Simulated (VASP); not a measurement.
# Cs (Fm-3m) in VASP: reference runs

How does Cs come out in PBE? The cell is run as given and disturbed, then over a range of volumes.

Program: VASP 6.6.1. These are calculated values, not measurements. Logs are shortened: lines on timing, memory, paths and dates and some standing lists are left out, and cuts for length are marked.

## Step 1: The structure

It takes space group Fm-3m (No. 225, cubic). The conventional cell has a = 7.897 Å, b = 7.897 Å, c = 7.897 Å, α = 90.00°, β = 90.00°, γ = 90.00°.

This isn't the form of Cs at room conditions, which is bcc.

## Step 2: Single point, PBE

INCAR reads:

```
SYSTEM = Cs
PREC     = Accurate       ! precision mode
ENCUT    = 520            ! plane-wave cutoff, eV
EDIFF    = 1E-7           ! SCF threshold, eV
ISMEAR   = -1             ! smearing method
SIGMA    = 0.05           ! smearing width, eV
LREAL    = .FALSE.        ! projectors in reciprocal space
LASPH    = .TRUE.         ! aspherical terms in the spheres
NELM     = 60             ! most SCF steps
ALGO     = Normal         ! electronic algorithm
ISIF     = 2              ! what is computed and relaxed
LWAVE    = .FALSE.        ! write WAVECAR
LCHARG   = .FALSE.        ! write CHGCAR
GGA      = PE             ! functional
NBANDS   = 10             ! bands
```

KPOINTS reads:

```
regular mesh
0
G
  6 6 6
  0 0 0
```

POSCAR reads:

```
Cs
1.0
    0.0000000000      3.9483357400      3.9483357400
    3.9483357400      0.0000000000      3.9483357400
    3.9483357400      3.9483357400      0.0000000000
Cs
1
Direct
    0.0000000000      0.0000000000      0.0000000000
```

Potentials or basis: VASP PAW PBE potentials, release 64 (Cs_sv).

On the command line:

```sh
$ cat potpaw_PBE.64/Cs_sv/POTCAR > POTCAR
$ mpirun -np 1 vasp_std > vasp.out
```

OUTCAR:

```text
SYSTEM = Cs
   PREC = Accurate
   ENCUT = 520
   EDIFF = 1E-7
   ISMEAR = -1
   LREAL = .FALSE.
   LASPH = .TRUE.
   NELM = 60
   ISIF = 2
   GGA = PE

 ion  position               nearest neighbor table
   1  0.000  0.000  0.000-

  LATTYP: Found a face centered cubic cell.
 ALAT       =     7.8966714800

  Lattice vectors:

 A1 = (   0.0000000000,   3.9483357400,   3.9483357400)
 A2 = (   3.9483357400,   0.0000000000,   3.9483357400)
 A3 = (   3.9483357400,   3.9483357400,   0.0000000000)

Analysis of symmetry for initial positions (statically):
=====================================================================
 Subroutine PRICEL returns:
 Original cell was already a primitive cell.

 Routine SETGRP: Setting up the symmetry group for a
 face centered cubic supercell.

 Subroutine GETGRP returns: Found 48 space group operations
 (whereof 48 operations were pure point group operations)
 out of a pool of 48 trial point group operations.

The static configuration has the point symmetry O_h .

Analysis of symmetry for dynamics (positions and initial velocities):
=====================================================================
 Subroutine PRICEL returns:
 Original cell was already a primitive cell.

 Routine SETGRP: Setting up the symmetry group for a
 face centered cubic supercell.

 Subroutine GETGRP returns: Found 48 space group operations
 (whereof 48 operations were pure point group operations)
 out of a pool of 48 trial point group operations.

The dynamic configuration has the point symmetry O_h .

 Subroutine INISYM returns: Found 48 space group operations
 (whereof 48 operations are pure point group operations),
 and found     1 'primitive' translations

----------------------------------------------------------------------------------------

                                     Primitive cell

  volume of cell :     123.1040

  direct lattice vectors                    reciprocal lattice vectors
     0.000000000  3.948335740  3.948335740    -0.126635634  0.126635634  0.126635634
     3.948335740  0.000000000  3.948335740     0.126635634 -0.126635634  0.126635634
     3.948335740  3.948335740  0.000000000     0.126635634  0.126635634 -0.126635634

  length of vectors
     5.583789952  5.583789952  5.583789952     0.219339352  0.219339352  0.219339352

  position of ions in fractional coordinates (direct lattice)
     0.000000000  0.000000000  0.000000000

  ion indices of the primitive-cell ions
   primitive index   ion index
                 1           1

----------------------------------------------------------------------------------------

 KPOINTS: regular mesh

Automatic generation of k-mesh.
 Grid dimensions read from file:
 generate k-points for:    6    6    6

 Generating k-lattice:

  Cartesian coordinates                     Fractional coordinates (reciprocal lattice)
    -0.021105939  0.021105939  0.021105939     0.166666667  0.000000000  0.000000000
     0.021105939 -0.021105939  0.021105939     0.000000000  0.166666667  0.000000000
     0.021105939  0.021105939 -0.021105939     0.000000000  0.000000000  0.166666667

  Length of vectors
     0.036556559  0.036556559  0.036556559

  Shift w.r.t. Gamma in fractional coordinates (k-lattice)
     0.000000000  0.000000000  0.000000000

 Subroutine IBZKPT returns following result:
 ===========================================

 Found     16 irreducible k-points:

 Following reciprocal coordinates:
            Coordinates               Weight
  0.000000  0.000000  0.000000      1.000000
  0.166667  0.000000  0.000000      8.000000
  0.333333  0.000000  0.000000      8.000000
  0.500000  0.000000  0.000000      4.000000
  0.166667  0.166667  0.000000      6.000000
  0.333333  0.166667  0.000000     24.000000
[... 8 lines left out ...]
 -0.333333  0.333333  0.166667     24.000000
 -0.333333  0.500000  0.166667     12.000000
   k-points           NKPTS =     16   k-points in BZ     NKDIM =     16   number of bands    NBANDS=     10
   number of dos      NEDOS =    301   number of ions     NIONS =      1
   total plane-waves  NPLWV =  74088
   dimension x,y,z NGX =    42 NGY =   42 NGZ =   42
   dimension x,y,z NGXF=    84 NGYF=   84 NGZF=   84
   ions per type =               1
   NGX,Y,Z   is equivalent  to a cutoff of  12.50, 12.50, 12.50 a.u.
   NGXF,Y,Z  is equivalent  to a cutoff of  25.01, 25.01, 25.01 a.u.
 SYSTEM =  Cs
   PREC   = accura    normal or accurate (medium, high low for compatibility)
   ISTART =      0    job   : 0-new  1-cont  2-samecut
   ICHARG =      2    charge: 1-file 2-atom 10-const
   ISPIN  =      1    spin polarized calculation?
   LNONCOLLINEAR =      F non collinear calculations
   LSORBIT =      F    spin-orbit coupling
   LASPH  =      T    aspherical Exc in radial PAW
   ENCUT  =  520.0 eV  38.22 Ry    6.18 a.u.  10.38 10.38 10.38*2*pi/ulx,y,z
   NELM   =     60;   NELMIN=  2; NELMDL= -5     # of ELM steps
   EDIFF  = 0.1E-06   stopping-criterion for ELM
   LREAL  =      F    real-space projection
   EDIFFG = 0.1E-05   stopping-criterion for IOM
   NSW    =      0    number of steps for IOM
   IBRION =     -1    ionic relax: 0-MD 1-quasi-New 2-CG
   NFREE  =      0    steps in history (QN), initial steepest desc. (CG)
   ISIF   =      2    stress and relaxation
   ISYM   =      2    0-nonsym 1-usesym 2-fastsym
   POTIM  = 0.5000    time-step for ionic-motion
   TEBEG  =    0.0;   TEEND  =   0.0 temperature during run
   PSTRESS=    0.0 pullay stress
   NELECT =       9.0000    total number of electrons
   NUPDOWN=      -1.0000    fix difference up-down
   EMIN   =  10.00;   EMAX   =-10.00  energy-range for DOS
   EFERMI =   0.00;   METHOD = LEGACY
   ISMEAR =    -1;   SIGMA  =   0.05  broadening in eV -4-tet -1-fermi 0-gaus
   EFERMI_NEDOS =   21; number of points for ismear=-14 and -15
   IALGO  =     38    algorithm
   IMIX   =      4    mixing-type and parameters
     AMIX     =   0.40;   BMIX     =  1.00
     AMIX_MAG =   1.60;   BMIX_MAG =  1.00
  volume/ion in A,a.u.               =     123.10       830.75
  Fermi-wavevector in a.u.,A,eV,Ry     =   0.684539  1.293591  6.375605  0.468594
  Thomas-Fermi vector in A             =   1.764221
   LORBIT       =      0    0 simple, 1 ext, 2 COOP (PROOUT), +10 PAW based schemes
   GGA     = PE    functional components
   LHFCALC =     F    Hartree Fock is set to
   AEXX    =    0.0000 exact exchange contribution
   IVDW    =     0    specifies the selected vdW correction
   LEPSILON=     F    determine dielectric tensor
   LRPA    =     F    only Hartree local field effects (RPA)
 non-spin polarized calculation
  energy-cutoff  :      520.00
  volume of cell :      123.10
 maximum number of plane-waves:      3347
 NGX is ok and might be reduce to    42
   NGX = 21   NGY = 21   NGZ = 21

 number of electron       9.0000001 magnetization

 Free energy of the ion-electron system (eV)
  ---------------------------------------------------
  ext. energy  EPLUGINS =         0.00000000
  ---------------------------------------------------
  free energy    TOTEN  =        -0.84596822 eV

  energy without entropy =       -0.83199872  energy(sigma->0) =       -0.83898347

 E-fermi :   0.2651     XC(G=0):  -5.2387

 val. band max:        0.2208465993   @ k =   0.5000   0.3333   0.1667
 cond. band min:       0.2784663357   @ k =   0.5000   0.0000   0.0000
 fundamental gap:      0.0576197363
 Fermi energy:         0.2651094505

 k-point     1 :       0.0000    0.0000    0.0000
  band No.  band energies     occupation
      1     -23.6030      2.00000
      2     -10.3565      2.00000
      3     -10.3565      2.00000
      4     -10.3565      2.00000
      5      -1.3207      2.00000
      6       2.6987      0.00000
      7       2.6987      0.00000
      8       2.6987      0.00000
      9       3.7189      0.00000
     10       3.7189      0.00000

 k-point     2 :       0.1667    0.0000    0.0000
  band No.  band energies     occupation
      1     -23.6019      2.00000
      2     -10.3838      2.00000
      3     -10.3603      2.00000
      4     -10.3603      2.00000
      5      -1.0547      2.00000
      6       2.2509      0.00000
      7       2.7914      0.00000
      8       2.7914      0.00000
      9       3.5654      0.00000
     10       3.5654      0.00000

 k-point     3 :       0.3333    0.0000    0.0000
  band No.  band energies     occupation
      1     -23.5998      2.00000
      2     -10.4372      2.00000
      3     -10.3677      2.00000
      4     -10.3677      2.00000
      5      -0.3565      1.99999
      6       1.5367      0.00000
      7       2.6834      0.00000
      8       2.6834      0.00000
      9       3.9115      0.00000
     10       3.9115      0.00000

 k-point     4 :       0.5000    0.0000    0.0000
  band No.  band energies     occupation
      1     -23.5987      2.00000
      2     -10.4633      2.00000
      3     -10.3714      2.00000
      4     -10.3714      2.00000
      5       0.2785      0.86722
      6       0.9937      0.00000
      7       2.5646      0.00000
      8       2.5646      0.00000
      9       4.4590      0.00000
     10       4.4616      0.00000
[... 118 lines left out ...]
 k-point    14 :       0.5000    0.3333    0.1667
  band No.  band energies     occupation
      1     -23.5983      2.00000
      2     -10.4362      2.00000
      3     -10.4001      2.00000
      4     -10.3806      2.00000
      5       0.2208      1.41582
      6       1.5548      0.00000
      7       1.7853      0.00000
      8       2.9904      0.00000
      9       3.6079      0.00000
     10       4.4175      0.00000

 k-point    15 :      -0.3333    0.3333    0.1667
  band No.  band energies     occupation
      1     -23.5976      2.00000
      2     -10.4395      2.00000
      3     -10.4129      2.00000
      4     -10.3867      2.00000
      5       0.9932      0.00000
      6       1.0184      0.00000
      7       1.7070      0.00000
      8       2.7187      0.00000
      9       3.7437      0.00000
     10       4.5012      0.00000

 k-point    16 :      -0.3333    0.5000    0.1667
  band No.  band energies     occupation
      1     -23.5973      2.00000
      2     -10.4419      2.00000
      3     -10.4112      2.00000
      4     -10.3965      2.00000
      5       0.9057      0.00001
      6       1.4082      0.00000
      7       1.5351      0.00000
      8       2.6017      0.00000
      9       4.3517      0.00000
     10       4.4382      0.00000

------------------------ aborting loop because EDIFF is reached ----------------------------------------

  FORCE on cell =-STRESS in cart. coord.  units (eV):
  Direction    XX          YY          ZZ          XY          YZ          ZX
  --------------------------------------------------------------------------------------
  -------------------------------------------------------------------------------------
  Total       -0.0557008     -0.0557008     -0.0557008      0.0000000      0.0000000      0.0000000
  in kB       -0.7249362     -0.7249362     -0.7249362      0.0000000      0.0000000      0.0000000
  external PRESSURE =      -0.7249362 kB  Pullay stress =       0.0000000 kB

 VOLUME and BASIS-vectors are now :
 -----------------------------------------------------------------------------
  energy-cutoff  :      520.00
  volume of cell :      123.10
      direct lattice vectors                 reciprocal lattice vectors
     0.000000000  3.948335740  3.948335740    -0.126635634  0.126635634  0.126635634
     3.948335740  0.000000000  3.948335740     0.126635634 -0.126635634  0.126635634
     3.948335740  3.948335740  0.000000000     0.126635634  0.126635634 -0.126635634

 POSITION                                       TOTAL-FORCE (eV/Angst)
 -----------------------------------------------------------------------------------
      0.00000      0.00000      0.00000         0.000000      0.000000      0.000000
 -----------------------------------------------------------------------------------
    total drift:                               -0.000000     -0.000000     -0.000000

  FREE ENERGIE OF THE ION-ELECTRON SYSTEM (eV)
  ---------------------------------------------------
  free  energy   TOTEN  =        -0.8459682227 eV

  energy  without entropy=       -0.8319987180  energy(sigma->0) =       -0.83898347
```

Run time: 20 s. Hardware: 1 thread of Intel Xeon 6975P-C (Granite Rapids), shared host; peak memory 0.23 GiB.

Results:

```yaml
Free_energy: -0.8460 eV
Pressure: -0.1 GPa
Band_gap_on_the_k_mesh: none (metal or under the smearing width)
```

## Step 3: Single point, PBE (cell strained at random at fixed volume)

INCAR reads:

```
PREC = Accurate
ENCUT = 520
EDIFF = 1E-7
ISMEAR = -1
SIGMA = 0.05
LREAL = F
LASPH = T
NELM = 80
ALGO = Normal
ISIF = 2
LWAVE = F
LCHARG = F
GGA = PE
NBANDS = 10
```

KPOINTS reads:

```
Automatic mesh
0
Gamma
  6 6 6
```

POSCAR reads:

```
Cs
1.0
   -0.0830200000      3.9091570000      3.9483260000
    3.8927700000     -0.0612560000      3.9265620000
    3.9027100000      3.8973340000     -0.0711970000
Cs
1
Direct
    0.0037580000      0.0101000000     -0.0040670000
```

Potentials or basis: VASP PAW PBE potentials, release 64 (Cs_sv).

On the command line:

```sh
$ cat potpaw_PBE.64/Cs_sv/POTCAR > POTCAR
$ mpirun -np 1 vasp_std > vasp.out
```

It took 81 s on 1 thread of Intel Xeon 6975P-C (Granite Rapids), shared host; peak memory 0.32 GiB.

The run converged. Its results:

```
Free energy            : -0.8456 eV
Pressure               : -0.1 GPa
Band gap on the k mesh : none (metal or under the smearing width)
```

Levels at points of the mesh, in eV from the Fermi level:
| k point | band 3 | band 4 | band 5 | band 6 | band 7 | band 8 |
| --- | --- | --- | --- | --- | --- | --- |
| (0.00, 0.00, 0.00) | -10.62 | -10.62 | -1.59 | 2.36 | 2.40 | 2.54 |
| (0.50, 0.00, 0.00) | -10.64 | -10.64 | -0.02 | 0.69 | 2.25 | 2.40 |
| (0.00, 0.50, 0.00) | -10.64 | -10.64 | 0.01 | 0.72 | 2.22 | 2.40 |
| (0.50, 0.50, 0.00) | -10.66 | -10.66 | 0.32 | 1.11 | 1.32 | 3.78 |
| (0.00, 0.00, 0.50) | -10.64 | -10.64 | 0.00 | 0.71 | 2.26 | 2.37 |
| (0.50, 0.00, 0.50) | -10.67 | -10.66 | 0.34 | 1.09 | 1.38 | 3.72 |
| (0.00, 0.50, 0.50) | -10.67 | -10.66 | 0.34 | 1.09 | 1.37 | 3.77 |
| (0.50, 0.50, 0.50) | -10.64 | -10.64 | 0.06 | 0.80 | 2.23 | 2.28 |

The run has no spin-orbit coupling, so splittings on Cs are missing.

## Step 4: Equation of state, PBE, 115.72 Å³/atom (volume scaled by 0.94)

INCAR is that of step 3.

KPOINTS reads:

```
regular mesh
0
Gamma
  6 6 6
```

POSCAR reads:

```
Cs
1.0
    0.0000000000      3.8677348434      3.8677348434
    3.8677348434      0.0000000000      3.8677348434
    3.8677348434      3.8677348434      0.0000000000
Cs
1
Direct
    0.0000000000      0.0000000000      0.0000000000
```

On the command line:

```sh
$ cat potpaw_PBE.64/Cs_sv/POTCAR > POTCAR
$ mpirun -np 1 vasp_std > vasp.out
```

It took 18 s on 1 thread of Intel Xeon 6975P-C (Granite Rapids), shared host; peak memory 0.23 GiB.

The run converged. Its results:

| Quantity | Value |
| --- | --- |
| Free energy | -0.8464 eV |
| Pressure | 0.0 GPa |
| Band gap on the k mesh | none (metal or under the smearing width) |

## Step 5: Equation of state, PBE, 118.18 Å³/atom (volume scaled by 0.96)

INCAR reads:

```
ALGO = Normal
EDIFF = 1E-7
ENCUT = 520
GGA = PE
ISIF = 2
ISMEAR = -1
LASPH = True
LCHARG = False
LREAL = False
LWAVE = False
NBANDS = 10
NELM = 80
PREC = Accurate
SIGMA = 0.05
```

KPOINTS reads:

```
k-points
0
Gamma
  6 6 6
```

POSCAR reads:

```
Cs
1.0
    0.0000000000      3.8949733102      3.8949733102
    3.8949733102      0.0000000000      3.8949733102
    3.8949733102      3.8949733102      0.0000000000
Cs
1
Direct
    0.0000000000      0.0000000000      0.0000000000
```

On the command line:

```sh
$ cat potpaw_PBE.64/Cs_sv/POTCAR > POTCAR
$ mpirun -np 1 vasp_std > vasp.out
```

Run time: 17 s. Hardware: 1 thread of Intel Xeon 6975P-C (Granite Rapids), shared host; peak memory 0.23 GiB.

The run converged. Its results:

| Item | Value |
| --- | --- |
| Free energy | -0.8469 eV |
| Pressure | 0.0 GPa |
| Band gap on the k mesh | none (metal or under the smearing width) |

## Step 6: Equation of state, PBE, 120.64 Å³/atom (volume scaled by 0.98)

INCAR reads:

```
PREC = Accurate
ENCUT = 520
EDIFF = 1E-7
ISMEAR = -1
SIGMA = 0.05
LREAL = False
LASPH = True
NELM = 100
ALGO = Normal
ISIF = 2
LWAVE = False
LCHARG = False
GGA = PE
NBANDS = 10
```

KPOINTS reads:

```
Automatic mesh
0
Gamma
  6 6 6
```

POSCAR reads:

```
Cs
1.0
    0.0000000000      3.9218360440      3.9218360440
    3.9218360440      0.0000000000      3.9218360440
    3.9218360440      3.9218360440      0.0000000000
Cs
1
Direct
    0.0000000000      0.0000000000      0.0000000000
```

Potentials or basis: VASP PAW PBE potentials, release 64 (Cs_sv).

On the command line:

```sh
$ cat potpaw_PBE.64/Cs_sv/POTCAR > POTCAR
$ mpirun -np 1 vasp_std > vasp.out
```

It took 15 s on 1 thread of Intel Xeon 6975P-C (Granite Rapids), shared host; peak memory 0.23 GiB.

Results (log left out):

| Property | Result |
| --- | --- |
| Free energy | -0.8467 eV |
| Pressure | 0.0 GPa |
| Band gap on the k mesh | none (metal or under the smearing width) |

## Step 7: Equation of state, PBE, 125.57 Å³/atom (volume scaled by 1.02)

INCAR reads:

```
ALGO = Normal ; EDIFF = 1E-7
ENCUT = 520 ; GGA = PE
ISIF = 2 ; ISMEAR = -1
LASPH = T ; LCHARG = F
LREAL = F ; LWAVE = F
NBANDS = 10 ; NELM = 60
PREC = Accurate ; SIGMA = 0.05
```

KPOINTS reads:

```
k-points
0
Gamma
  6 6 6
```

POSCAR reads:

```
Cs
1.0
    0.0000000000      3.9744844209      3.9744844209
    3.9744844209      0.0000000000      3.9744844209
    3.9744844209      3.9744844209      0.0000000000
Cs
1
Direct
    0.0000000000      0.0000000000      0.0000000000
```

On the command line:

```sh
$ cat potpaw_PBE.64/Cs_sv/POTCAR > POTCAR
$ mpirun -np 1 vasp_std > vasp.out
```

Wall time 16 s (1 thread of Intel Xeon 6975P-C (Granite Rapids), shared host); peak memory 0.23 GiB.

The run converged. Its results:

* Free energy: -0.8447 eV
* Pressure: -0.1 GPa
* Band gap on the k mesh: none (metal or under the smearing width)

## Step 8: Equation of state, PBE, 128.03 Å³/atom (volume scaled by 1.04)

INCAR reads:

```
SYSTEM = Cs
PREC = Accurate
ENCUT = 520
EDIFF = 1E-7
ISMEAR = -1
SIGMA = 0.05
LREAL = .False.
LASPH = .True.
NELM = 80
ALGO = Normal
ISIF = 2
LWAVE = .False.
LCHARG = .False.
GGA = PE
NBANDS = 10
```

KPOINTS reads:

```
Automatic mesh
0
Gamma
  6 6 6
  0 0 0
```

POSCAR reads:

```
Cs
1.0
    0.0000000000      4.0002934844      4.0002934844
    4.0002934844      0.0000000000      4.0002934844
    4.0002934844      4.0002934844      0.0000000000
Cs
1
Direct
    0.0000000000      0.0000000000      0.0000000000
```

On the command line:

```sh
$ cat potpaw_PBE.64/Cs_sv/POTCAR > POTCAR
$ mpirun -np 1 vasp_std > vasp.out
```

Wall time 16 s (1 thread of Intel Xeon 6975P-C (Granite Rapids), shared host); peak memory 0.24 GiB.

It converged, with:

- Free energy: -0.8429 eV
- Pressure: -0.1 GPa
- Band gap on the k mesh: none (metal or under the smearing width)

(Continued in part 2 of 2.)
